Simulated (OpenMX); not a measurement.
Input of an OpenMX 3.8.5 run:

run.py

```python
from ase.io import read
from ase.calculators.openmx import OpenMX
from ase.calculators.mixing import SumCalculator
from dftd3.ase import DFTD3
from ase.optimize import BFGS
from ase.filters import FrechetCellFilter

atoms = read('Sb.cif')

def calculator():
    omx = OpenMX(
        label='Sb',
        command='openmx',
        nohup=True,
        xc='GGA-PBE',
        kpts=(5, 5, 5),
        system_currentdirectory='./',
        data_path='./DFT_DATA13',
        level_of_fileout=0,
        definition_of_atomic_species=[['Sb', 'Sb7.0-s3p2d1', 'Sb_PBE13']],
        atoms_speciesandcoordinates_unit='Ang',
        atoms_speciesandcoordinates=[['1', 'Sb', '0', '0', '0', 7.5, 7.5], ['2', 'Sb', '0', '0', '0', 7.5, 7.5]],
        scf_spinpolarization='off',
        scf_electronictemperature=580.226,
        scf_energycutoff=500.0,
        scf_maxiter=100,
        scf_eigenvaluesolver='band',
        scf_mixing_type='rmm-diisk',
        scf_init_mixing_weight=0.05,
        scf_min_mixing_weight=0.001,
        scf_max_mixing_weight=0.3,
        scf_mixing_history=25,
        scf_mixing_startpulay=8,
        scf_criterion=1e-08,
    )
    return SumCalculator([omx, DFTD3(method='pbe', damping='d3zero')])

atoms.calc = calculator()
opt = BFGS(FrechetCellFilter(atoms), trajectory='opt.traj')
done = opt.run(fmax=0.02, steps=20)
print('converged', done)
print('cell', atoms.cell.cellpar().round(5))
print('stress_eV_A3', atoms.get_stress().round(8).tolist())
print('forces_eV_A', atoms.get_forces().round(6).tolist())
print('energy_eV', round(atoms.get_potential_energy(), 6))
print('dispersion_eV', round(atoms.calc.mixer.calcs[1].get_potential_energy(atoms), 6))
```

Contents of Sb.cif:

```cif
data_Sb
_cell_length_a 4.50666183
_cell_length_b 4.50666183
_cell_length_c 4.50666183
_cell_angle_alpha 57.11017317
_cell_angle_beta 57.11017317
_cell_angle_gamma 57.11017317
_space_group_name_H-M_alt 'P1'
_space_group_name_Hall 'P 1'
_space_group_IT_number 1
loop_
_space_group_symop_operation_xyz
'x,y,z'
loop_
_atom_site_label
_atom_site_type_symbol
_atom_site_symmetry_multiplicity
_atom_site_Wyckoff_symbol
_atom_site_fract_x
_atom_site_fract_y
_atom_site_fract_z
_atom_site_occupancy
Sb1 Sb 1 a 0.7665100000 0.7665100000 0.7665100000 1
Sb2 Sb 1 a 0.2334900000 0.2334900000 0.2334900000 1
```

Potentials or basis: OpenMX 2013 PBE set, Sb7.0-s3p2d1, grid cutoff 500 Ry.

Run with:

```console
$ python run.py > run.log
```

What does it give for the space group after relaxing (to 0.05 Å)?

R-3m (No. 166).

What does it give for the relaxed volume?

32.98 Å³/atom.

Predict the relaxed cell.

a = 4.635 Å, b = 4.634 Å, c = 4.634 Å, α = 57.27°, β = 57.28°, γ = 57.26°.

Final structure:
```yaml
crystal:
  lattice:
    - [4.63480, -0.00650, -0.00511]
    - [2.51136, 3.89410, -0.00456]
    - [2.51088, 1.36646, 3.64754]
  atoms:
    - { symbol: Sb, position: [0.76696, 0.76725, 0.76686] }
    - { symbol: Sb, position: [0.23304, 0.23275, 0.23314] }
```

Caveat: the basis has few d functions beyond the semicore shells, which can make volumes several per cent too large; volumes in these bases differ from converged ones by about 1 %, for some elements by several; spin-orbit coupling is left out, which moves the levels of the heavy elements; an odd mesh through Γ misses points on the zone boundary, where band edges often lie; the basis of atomic orbitals isn't converged, which shifts pressures, moduli and gaps. Zero-point motion and thermal expansion aren't in these numbers.
